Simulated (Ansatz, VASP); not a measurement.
**Al16In5Ga5As10O24 (amorphous Al2O3 against InGaAs(110), 8.9 A) in two plane-wave programs**

One calculation is typed for both programs; each brings its own data sets. How far apart do they land? Of the first pair: The structure shown is the start of the Ansatz relaxation below; VASP solves that cell, so the two are compared at the walk's first step.

Program: Ansatz 0.2.0. Level of theory: plane waves, with VASP 6.6.1 beside it; single point at PBE. Results are calculated unless marked as measured.

## Step 1: Starting point

The cell holds 120 atoms: 10 In, 20 As, 10 Ga, 32 Al and 48 O. Its edges and angles: a = 11.900 Å, b = 8.415 Å, c = 19.803 Å, α = 90.0°, β = 90.0°, γ = 90.0°. It derives from InGaAs2 (5 planes of zincblende GaAs(110)). A slab of 5 planes of zincblende GaAs(110) (starting lattice constant a = 5.95 A), 11.90 x 8.41 A in plane, 50 % of Ga replaced at random by In. 80 atoms (32 Al, 48 O) packed at random between the slab and its periodic image at 3.05 g/cm^3 (a layer of 8.9 A) and pushed apart as soft spheres. Langevin MD at fixed cell with the MACE-MP-0b2 small potential (Batatia et al., arXiv:2401.00096), steps of 1.5 fs: 0.63 ps at 3000 K with the crystal held, 3000 to 550 K in 1.8 ps with the crystal held, 550 to 300 K in 0.9 ps with its inner planes held; soft walls kept the melt out of the crystal while it was held. Then all atoms and the cell's height relaxed. The structure's axis is c.

## Step 2: Ansatz: relaxation, PBE

Ansatz runs on its default PAW (the set named soft_2) files.

The two programs are compared at the cell with which this relaxation starts, whose forces are those of its first step.

input.yaml

```yaml
crystal:
  lattice:
    - [11.9, 0.0, 0.0]
    - [0.0, 8.41457, 0.0]
    - [0.0, 0.0, 19.80295]
  atoms:
    - { symbol: In, position: [0.9995, 0.98262, 0.36329] }
    - { symbol: As, position: [0.09991, 0.94782, 0.03368] }
    - { symbol: Ga, position: [0.20117, 0.69151, 0.04003] }
    - { symbol: As, position: [0.37063, 0.72448, 0.13042] }
    - { symbol: In, position: [0.24377, 0.18935, 0.05209] }
    - { symbol: As, position: [0.3931, 0.22382, 0.14861] }
    - { symbol: In, position: [0.99569, 0.97427, 0.15001] }
    - { symbol: As, position: [0.13066, 0.98014, 0.25458] }
    - { symbol: Ga, position: [0.99007, 0.46847, 0.15911] }
    - { symbol: As, position: [0.1207, 0.47448, 0.25697] }
    - { symbol: In, position: [0.26165, 0.23053, 0.25572] }
    - { symbol: As, position: [0.3831, 0.21664, 0.36642] }
    - { symbol: In, position: [0.25555, 0.7239, 0.24589] }
    - { symbol: As, position: [0.37399, 0.73617, 0.35889] }
    - { symbol: Ga, position: [0.99843, 0.47809, 0.35919] }
    - { symbol: As, position: [0.09323, 0.43335, 0.05344] }
    - { symbol: As, position: [0.09587, 0.98103, 0.48298] }
    - { symbol: In, position: [0.22115, 0.72705, 0.45992] }
    - { symbol: In, position: [0.22043, 0.23279, 0.45975] }
    - { symbol: As, position: [0.08411, 0.47973, 0.47169] }
    - { symbol: Ga, position: [0.49959, 0.96984, 0.36218] }
    - { symbol: As, position: [0.62984, 0.98828, 0.04747] }
    - { symbol: Ga, position: [0.76745, 0.76273, 0.0458] }
    - { symbol: As, position: [0.87167, 0.71501, 0.15391] }
    - { symbol: Ga, position: [0.72746, 0.22962, 0.07353] }
    - { symbol: As, position: [0.86864, 0.22985, 0.15986] }
    - { symbol: Ga, position: [0.50593, 0.9677, 0.14614] }
    - { symbol: As, position: [0.61968, 0.97325, 0.25636] }
    - { symbol: Ga, position: [0.49844, 0.48531, 0.14559] }
    - { symbol: As, position: [0.62222, 0.48043, 0.25024] }
[... 84 atom lines left out ...]
    - { symbol: O, position: [0.62672, 0.69229, 0.64475] }
    - { symbol: O, position: [0.22642, 0.79482, 0.63838] }
    - { symbol: O, position: [0.33122, 0.42011, 0.59045] }
    - { symbol: O, position: [0.02996, 0.59286, 0.65024] }
    - { symbol: O, position: [0.81022, 0.27668, 0.82647] }
    - { symbol: O, position: [0.91875, 0.94317, 0.83596] }
kpoints:
  mp_grid: { grid: [1, 1, 1] }
hamiltonian:
  xc: pbe
scf:
  occupations: { method: fermi_dirac, width: 0.025 }
output:
  forces: true
relax:
  f_tol: 0.08
  max_steps: 90
  cell: { fix: [a, b, alpha, beta, gamma] }
```

Command:

```
$ ansatz run input.yaml --threads 8 --pin off --max-ram 15872MiB --backend cpu --events-out ev --progress --plain --runs-dir out
```

Numbers of over 12 decimals in the logs are rounded to 6 here.

The log of the run:

```text
Engine: ansatz 0.2.0, aarch64-unknown-linux-gnu
Pseudopotentials: kind: paw
Pseudopotential: In, paw, valence charge 13, recommended cutoff 420 eV (normal), In.paw.azcp
Pseudopotential: As, paw, valence charge 15, recommended cutoff 420 eV (normal), As.paw.azcp
Pseudopotential: Ga, paw, valence charge 13, recommended cutoff 420 eV (normal), Ga.paw.azcp
Pseudopotential: Al, paw, valence charge 3, recommended cutoff 420 eV (normal), Al.paw.azcp
Pseudopotential: O, paw, valence charge 6, recommended cutoff 420 eV (normal), O.paw.azcp
Functional definition: PBE
  parameter kappa = 0.804
  parameter beta = 0.066725
  exchange = pbe_x(kappa = kappa, mu = beta*pi^2/3)
  correlation = pbe_c(beta = beta)
Crystal: 120 atoms, lattice volume = 1982.936 Å³
Basis set: ecut = 420 eV, 38725 PW (Γ), exchange–correlation on 160×120×270 points (8 copies of the dense FFT grid, shifted against one another)
Bands: 592, of which v1, the nominal top of the filled ones, is band 472 counted from 1 (471 counted from 0)
Symmetry: 1 space group operations
Space group: P1 (ITA 1), of the structure as read, at distance tolerance 1.3e-4 Å
k-points: 1
Non-local potential: In, projectors of the file, l = 0: 2, l = 1: 2, l = 2: 2, l = 3: 2
Non-local potential: As, projectors of the file, l = 0: 2, l = 1: 2, l = 2: 3, l = 3: 1
Non-local potential: Ga, projectors of the file, l = 0: 2, l = 1: 2, l = 2: 3, l = 3: 1
Non-local potential: Al, projectors of the file, l = 0: 2, l = 1: 2, l = 2: 1
Non-local potential: O, projectors of the file, l = 0: 2, l = 1: 2, l = 2: 1
PAW form: soft (Blöchl's): semilocal exchange-correlation on the pseudo side does not see the compensation charge
PAW one-centre angular grid: In, 590 points (default); XC on 64 Gauss nodes
PAW one-centre angular grid: As, 590 points (default); XC on 64 Gauss nodes
PAW one-centre angular grid: Ga, 590 points (default); XC on 64 Gauss nodes
PAW one-centre angular grid: Al, 110 points (default); XC on 64 Gauss nodes
PAW one-centre angular grid: O, 110 points (default); XC on 64 Gauss nodes
Initial density: superposition of atomic densities (neutral atoms: chi_scale 0, normalization atom), corrected by the library's trained network
Initial wavefunctions: pseudopotential atomic-orbital guess
Functional: x = pbe(κ = 0.804, μ = 0.219515), c = pbe(β = 0.066725)
SCF iter   1: F=—  HF=-235469.179966 eV  |F-HF|=—  |Δ(HF+E_count)|=         —  Δρ=4.47e-3  dr2=8.24e-1  ethr=1.77e-3  ⟨swp⟩=6.0  Hψ=2445  notcnv=0  defer=33
preconditioner: auto → LDOS  [insulator: Δε(μ)=0.227 eV  Ē_g=14.038 eV  σ=0.025 eV  W_gap=0.98  n_scr=472 (ndim 8)  ℏωp=22.7 eV  f_vac=0.068  D(μ)=1.66/eV (n_scr^D=2)  ε∞_Penn≈3.6  β→1.0]
SCF iter   2: F=—  HF=-235469.766519 eV  |F-HF|=—  |Δ(HF+E_count)|=   5.87e-1  Δρ=6.33e-3  dr2=7.13e0  ethr=8.73e-5  ⟨swp⟩=3.0  Hψ=1126  notcnv=0  defer=114
SCF iter   3: F=—  HF=-235469.061014 eV  |F-HF|=—  |Δ(HF+E_count)|=   7.06e-1  Δρ=1.17e-3  dr2=1.21e-1  ethr=8.73e-5  ⟨swp⟩=3.0  Hψ=954  notcnv=0  defer=114
SCF iter   4: F=—  HF=-235469.050865 eV  |F-HF|=—  |Δ(HF+E_count)|=   1.01e-2  Δρ=7.30e-4  dr2=3.33e-2  ethr=1.28e-5  ⟨swp⟩=2.0  Hψ=901  notcnv=0  defer=114
SCF iter   5: F=—  HF=-235469.044317 eV  |F-HF|=—  |Δ(HF+E_count)|=   6.55e-3  Δρ=3.09e-4  dr2=5.30e-3  ethr=3.53e-6  ⟨swp⟩=2.0  Hψ=886  notcnv=0  defer=114
SCF iter   6: F=—  HF=-235469.043697 eV  |F-HF|=—  |Δ(HF+E_count)|=   6.20e-4  Δρ=1.50e-4  dr2=8.77e-4  ethr=5.61e-7  ⟨swp⟩=2.0  Hψ=828  notcnv=0  defer=114
SCF iter   7: F=—  HF=-235469.043581 eV  |F-HF|=—  |Δ(HF+E_count)|=   1.16e-4  Δρ=5.49e-5  dr2=8.71e-5  ethr=9.29e-8  ⟨swp⟩=2.0  Hψ=850  notcnv=0  defer=114
SCF iter   8: F=—  HF=-235469.044056 eV  |F-HF|=—  |Δ(HF+E_count)|=   4.75e-4  Δρ=2.14e-5  dr2=1.48e-5  ethr=9.23e-9  ⟨swp⟩=2.0  Hψ=964  notcnv=0  defer=114
SCF iter   9: F=—  HF=-235469.044055 eV  |F-HF|=—  |Δ(HF+E_count)|=   1.34e-6  Δρ=9.74e-6  dr2=3.47e-6  ethr=1.57e-9  ⟨swp⟩=2.0  Hψ=829  notcnv=0  defer=114
SCF iter  10: F=—  HF=-235469.044055 eV  |F-HF|=—  |Δ(HF+E_count)|=   3.18e-7  Δρ=4.78e-6  dr2=8.77e-7  ethr=3.67e-10  ⟨swp⟩=2.0  Hψ=805  notcnv=0  defer=114
SCF iter  11: F=—  HF=-235469.044055 eV  |F-HF|=—  |Δ(HF+E_count)|=   8.48e-8  Δρ=2.53e-6  dr2=2.43e-7  ethr=9.29e-11  ⟨swp⟩=2.0  Hψ=829  notcnv=0  defer=114
SCF iter  12: F=-235469.044054 eV  HF=-235469.044055 eV  |F-HF|=3.65e-8  |Δ(HF+E_count)|=   3.03e-8  Δρ=1.09e-6  dr2=4.53e-8  ethr=1.06e-11  ⟨swp⟩=3.0  Hψ=1494  notcnv=0
SCF 1 converged in 12 iterations: F = -235469.044054 eV  dr2 = 4.53e-8
  greatest PAW one-centre occupation: 0.999 electrons in one spin orbital (limit 2), on the As atom at site 16 (counted from 0), in its partial waves of l = 2
[...]
- { symbol: As, position: [0.375450, 0.720331, 0.355461] }
    - { symbol: Ga, position: [0.992941, 0.463791, 0.351875] }
    - { symbol: As, position: [0.084644, 0.419366, 0.053252] }
    - { symbol: As, position: [0.102997, 0.963130, 0.487752] }
    - { symbol: In, position: [0.205705, 0.711469, 0.441146] }
    - { symbol: In, position: [0.212281, 0.213205, 0.446239] }
    - { symbol: As, position: [0.077699, 0.461348, 0.464260] }
    - { symbol: Ga, position: [0.496866, 0.957656, 0.362185] }
    - { symbol: As, position: [0.624303, 0.991718, 0.036989] }
    - { symbol: Ga, position: [0.762539, 0.765316, 0.046302] }
    - { symbol: As, position: [0.870227, 0.715430, 0.151328] }
    - { symbol: Ga, position: [0.726537, 0.231573, 0.072440] }
    - { symbol: As, position: [0.867266, 0.225267, 0.158791] }
    - { symbol: Ga, position: [0.508189, 0.961675, 0.140812] }
    - { symbol: As, position: [0.614013, 0.957841, 0.254019] }
    - { symbol: Ga, position: [0.496511, 0.484808, 0.142338] }
    - { symbol: As, position: [0.618954, 0.466279, 0.248579] }
    - { symbol: Ga, position: [0.731619, 0.210376, 0.253834] }
    - { symbol: As, position: [0.863955, 0.225421, 0.350772] }
    - { symbol: Ga, position: [0.738174, 0.714112, 0.250084] }
    - { symbol: As, position: [0.876985, 0.708728, 0.345666] }
    - { symbol: In, position: [0.515844, 0.473330, 0.367603] }
    - { symbol: As, position: [0.645860, 0.499842, 0.054079] }
    - { symbol: As, position: [0.616517, 0.962361, 0.467452] }
    - { symbol: In, position: [0.759981, 0.720464, 0.457869] }
    - { symbol: In, position: [0.740045, 0.229560, 0.460592] }
    - { symbol: As, position: [0.622404, 0.484575, 0.482998] }
    - { symbol: Al, position: [0.326990, 0.472421, 0.760799] }
    - { symbol: Al, position: [0.746642, 0.261498, 0.912919] }
    - { symbol: Al, position: [0.405173, 0.124363, 0.773164] }
    - { symbol: Al, position: [0.357119, 0.047297, 0.906977] }
    - { symbol: Al, position: [0.700236, 0.807837, 0.710684] }
    - { symbol: Al, position: [0.895050, 0.662548, 0.625729] }
    - { symbol: Al, position: [0.575474, 0.879804, 0.588008] }
    - { symbol: Al, position: [0.966937, 0.322457, 0.952963] }
    - { symbol: Al, position: [0.055170, 0.416893, 0.705042] }
    - { symbol: Al, position: [0.597185, 0.904419, 0.861148] }
    - { symbol: Al, position: [0.849045, 0.297206, 0.627819] }
    - { symbol: Al, position: [0.573157, 0.546263, 0.941304] }
    - { symbol: Al, position: [0.346850, 0.712374, 0.912842] }
    - { symbol: Al, position: [0.664482, 0.483692, 0.650055] }
    - { symbol: Al, position: [0.339824, 0.929615, 0.634854] }
    - { symbol: Al, position: [0.128436, 0.575771, 0.866203] }
    - { symbol: Al, position: [0.878441, 0.609781, 0.913193] }
    - { symbol: Al, position: [0.350823, 0.383205, 0.899123] }
    - { symbol: Al, position: [0.803783, 0.069643, 0.815590] }
    - { symbol: Al, position: [0.132908, 0.718824, 0.696766] }
    - { symbol: Al, position: [0.437336, 0.252443, 0.619154] }
    - { symbol: Al, position: [0.641158, 0.113578, 0.685780] }
    - { symbol: Al, position: [0.240664, 0.305767, 0.641663] }
    - { symbol: Al, position: [0.439144, 0.771006, 0.761793] }
    - { symbol: Al, position: [0.038539, 0.096740, 0.696664] }
    - { symbol: Al, position: [0.425258, 0.583163, 0.620960] }
    - { symbol: Al, position: [0.145802, 0.208508, 0.840503] }
    - { symbol: Al, position: [0.947250, 0.982540, 0.933657] }
    - { symbol: Al, position: [0.816083, 0.455270, 0.776608] }
    - { symbol: Al, position: [0.578069, 0.364476, 0.800897] }
    - { symbol: Al, position: [0.841332, 0.996494, 0.588950] }
    - { symbol: Al, position: [0.946173, 0.781860, 0.777663] }
    - { symbol: O, position: [0.346403, 0.684591, 0.823224] }
    - { symbol: O, position: [0.206538, 0.656772, 0.933194] }
    - { symbol: O, position: [0.053928, 0.169931, 0.908457] }
    - { symbol: O, position: [0.359780, 0.884241, 0.956990] }
    - { symbol: O, position: [0.219397, 0.406581, 0.848480] }
    - { symbol: O, position: [0.071493, 0.231106, 0.765325] }
    - { symbol: O, position: [0.048160, 0.896579, 0.721007] }
    - { symbol: O, position: [0.906374, 0.392120, 0.711254] }
    - { symbol: O, position: [0.805461, 0.502210, 0.605515] }
    - { symbol: O, position: [0.435542, 0.787480, 0.590522] }
    - { symbol: O, position: [0.844069, 0.739102, 0.707255] }
    - { symbol: O, position: [0.273448, 0.100549, 0.832809] }
    - { symbol: O, position: [0.0097717, 0.500935, 0.905636] }
    - { symbol: O, position: [0.863395, 0.152506, 0.959961] }
    - { symbol: O, position: [0.311527, 0.126759, 0.602250] }
    - { symbol: O, position: [0.908182, 0.101013, 0.656887] }
    - { symbol: O, position: [0.343845, 0.274845, 0.711637] }
    - { symbol: O, position: [0.671975, 0.484674, 0.750201] }
    - { symbol: O, position: [0.075796, 0.662416, 0.790908] }
    - { symbol: O, position: [0.877671, 0.789029, 0.960162] }
    - { symbol: O, position: [0.338013, 0.223686, 0.953686] }
    - { symbol: O, position: [0.420715, 0.538743, 0.940975] }
    - { symbol: O, position: [0.097832, 0.257739, 0.643288] }
    - { symbol: O, position: [0.528488, 0.422050, 0.621535] }
[...]
- { symbol: O, position: [0.601145, 0.734779, 0.911325] }
    - { symbol: O, position: [0.710619, 0.278332, 0.657307] }
    - { symbol: O, position: [0.625769, 0.696194, 0.645410] }
    - { symbol: O, position: [0.228545, 0.802410, 0.643505] }
    - { symbol: O, position: [0.330724, 0.427952, 0.592707] }
    - { symbol: O, position: [0.030416, 0.600288, 0.652316] }
    - { symbol: O, position: [0.812884, 0.278386, 0.827555] }
    - { symbol: O, position: [0.919561, 0.945069, 0.839068] }
```

## Step 3: VASP: single point, PBE, start cell, pair 1

The same cell, functional, mesh and smearing now go to VASP, with its own data sets.

Lines of VASP's logs that name or quote its potential files are left out, and so is its time.

INCAR

```
SYSTEM = Al16In5Ga5As10O24
PREC = Accurate
ENCUT = 520
EDIFF = 1E-06
NELM = 120
ISMEAR = -1
SIGMA = 0.025
LREAL = Auto
ALGO = Normal
GGA = PE
NBANDS = 464
LORBIT = 11
LWAVE = .FALSE.
LCHARG = .FALSE.
ISIF = 2
LASPH = .TRUE.
GGA_COMPAT = .FALSE.
EFERMI = MIDGAP
NCORE = 4
```

POSCAR

```
Al16In5Ga5As10O24
1.0
   11.9000000000      0.0000000000      0.0000000000
    0.0000000000      8.4145700000      0.0000000000
    0.0000000000      0.0000000000     19.8029500000
In As Ga Al O
10 20 10 32 48
Direct
    0.9994957983      0.9826170559      0.3632893079
    0.2437731092      0.1893501391      0.0520881990
    0.9956890756      0.9742743836      0.1500079534
    0.2616470588      0.2305287139      0.2557194761
    0.2555462185      0.7238991416      0.2458876077
    0.2211512605      0.7270484410      0.4599213754
    0.2204285714      0.2327867021      0.4597496838
    0.5053193277      0.4818428036      0.3647890845
    0.7623109244      0.7214391229      0.4613605549
    0.7387815126      0.2281281159      0.4620422715
    0.0999075630      0.9478202689      0.0336818504
    0.3706302521      0.7244814649      0.1304199627
    0.3931008403      0.2238141699      0.1486091719
    0.1306638655      0.9801451530      0.2545782320
    0.1206974790      0.4744746315      0.2569718148
    0.3831008403      0.2166361442      0.3664201546
    0.3739915966      0.7361754671      0.3588909733
    0.0932268908      0.4333554775      0.0534415327
    0.0958739496      0.9810245800      0.4829785461
    0.0841092437      0.4797274252      0.4716923489
    0.6298403361      0.9882857948      0.0474676753
    0.8716722689      0.7150097985      0.1539114122
    0.8686386555      0.2298513174      0.1598600209
    0.6196806723      0.9732523468      0.2563607947
    0.6222184874      0.4804285899      0.2502404945
    0.8699663866      0.2410343012      0.3544219422
    0.8786890756      0.7192762078      0.3491096024
    0.6441428571      0.4963890015      0.0570622054
    0.6136974790      0.9653493880      0.4655720486
    0.6198823529      0.4854555848      0.4753584693
[... 84 atom lines left out ...]
    0.6267226891      0.6922873064      0.6447524233
    0.2264201681      0.7948237403      0.6383796354
    0.3312184874      0.4201046518      0.5904524326
    0.0299579832      0.5928645195      0.6502415044
    0.8102184874      0.2766748628      0.8264677737
    0.9187478992      0.9431735668      0.8359613088
```

KPOINTS

```
Automatic mesh
0
Gamma
1 1 1
0 0 0
```

PAW data sets: In_d, As, Ga_d, Al and O (PBE family, release 64).

Command:

```
$ mpirun -np 16 vasp_gam
```

The log of the run:

```text
[banner, memory and clock lines left out]
running   16 mpi-ranks, on    1 nodes
[...]
LDA part: xc-table for (Slater+PW92), standard interpolation
 POSCAR, INCAR and KPOINTS ok, starting setup
[...]
entering main loop
       N       E                     dE             d eps       ncg     rms          rms(c)
DAV:   1     0.140101725125E+05    0.14010E+05   -0.30667E+05   928   0.204E+03
DAV:   2     0.318220185617E+04   -0.10828E+05   -0.10303E+05   952   0.599E+02
DAV:   3    -0.252901143185E+03   -0.34351E+04   -0.32055E+04  1176   0.279E+02
DAV:   4    -0.791893009845E+03   -0.53899E+03   -0.52364E+03  1384   0.117E+02
[...]
DAV:  19    -0.727223469692E+03    0.16483E-05   -0.27534E-05  1080   0.146E-02    0.703E-03
DAV:  20    -0.727223470690E+03   -0.99746E-06   -0.11944E-05  1088   0.668E-03    0.494E-03
DAV:  21    -0.727223470584E+03    0.10541E-06   -0.25092E-06   808   0.393E-03
   1 F= -.72722347E+03 E0= -.72721026E+03  d E =-.264236E-01
```

OUTCAR, selected parts (step 3):

```text
  FREE ENERGIE OF THE ION-ELECTRON SYSTEM (eV)
  ---------------------------------------------------
  free  energy   TOTEN  =      -727.2234705841 eV

  energy  without entropy=     -727.1970470102  energy(sigma->0) =     -727.21025880

[... 1 further part left out ...]
```

The run ends at a pressure of 1.34 GPa, with forces up to 0.94 eV/Å.

## Step 4: Side by side

Known differences besides the potentials themselves: the data sets hold 944 valence electrons in Ansatz (on its default PAW (the set named soft_2) files) and 744 in VASP; the cutoff is 420 eV in Ansatz and 520 eV in VASP (PREC = Accurate, projectors in real space). Total energies have different zeros and are not compared.

Forces on 10 of the 120 atoms, those with the largest forces and the largest differences (eV/Å; atoms numbered as in POSCAR):

```csv
atom,"Ansatz x, y, z","VASP x, y, z"
In6,"-0.379, 0.099, -0.524","-0.366, 0.095, -0.517"
In10,"-0.030, 0.107, -0.167","-0.040, 0.117, -0.200"
As19,"0.311, -0.030, 0.589","0.304, -0.025, 0.606"
As21,"-0.157, -0.058, -0.730","-0.179, -0.061, -0.740"
As28,"0.048, 0.202, -0.898","0.047, 0.211, -0.914"
As29,"0.211, -0.277, 0.596","0.215, -0.280, 0.600"
Al47,"0.363, 0.304, -0.421","0.360, 0.301, -0.433"
Al48,"0.621, 0.192, 0.063","0.638, 0.192, 0.082"
Al53,"-0.044, 0.236, -0.044","-0.033, 0.207, -0.039"
O76,"0.120, -0.107, -0.057","0.123, -0.109, -0.027"
```

The forces differ by 8.6 meV/Å r.m.s., which is 4.9 % of the r.m.s. force of 0.175 eV/Å (both taken over all components).

## Step 5: Ansatz: relaxation, PBE

This run makes the geometry at which the two programs are then compared. The cell compared in this pair holds 1988.56 Å³, against 1982.94 Å³ for the pair before.

The structure compared here is the end of the Ansatz relaxation.

input.yaml is that of step 2.

Command:

```
$ ansatz run input.yaml --threads 8 --pin off --max-ram 15872MiB --backend cpu --events-out ev --progress --plain --runs-dir out
```

The log of the run:

```text
[...]
Crystal: 120 atoms, lattice volume = 1982.936 Å³
Basis set: ecut = 420 eV, 38725 PW (Γ), exchange–correlation on 160×120×270 points (8 copies of the dense FFT grid, shifted against one another)
Bands: 592, of which v1, the nominal top of the filled ones, is band 472 counted from 1 (471 counted from 0)
Symmetry: 1 space group operations
[...]
k-points: 1
[...]
- { symbol: O, position: [0.206538, 0.656772, 0.933194] }
    - { symbol: O, position: [0.053928, 0.169931, 0.908457] }
    - { symbol: O, position: [0.359780, 0.884241, 0.956990] }
    - { symbol: O, position: [0.219397, 0.406581, 0.848480] }
    - { symbol: O, position: [0.071493, 0.231106, 0.765325] }
    - { symbol: O, position: [0.048160, 0.896579, 0.721007] }
    - { symbol: O, position: [0.906374, 0.392120, 0.711254] }
[...]
- { symbol: O, position: [0.330724, 0.427952, 0.592707] }
    - { symbol: O, position: [0.030416, 0.600288, 0.652316] }
    - { symbol: O, position: [0.812884, 0.278386, 0.827555] }
    - { symbol: O, position: [0.919561, 0.945069, 0.839068] }
```

(Continued in part 2 of 2.)

[Lines on the potential files, build, host, timing and source positions are cut from VASP's logs without a mark.]

[Logs are printed without paths, hosts, clocks, repeated set-up lines and the standing remarks that a program may print on its own settings, such as how far it seeks lower states.]

[Hosts, paths, dates, database ids (printed as entryN), source tags and the programs' standing remarks are cut or masked in the printed files.]
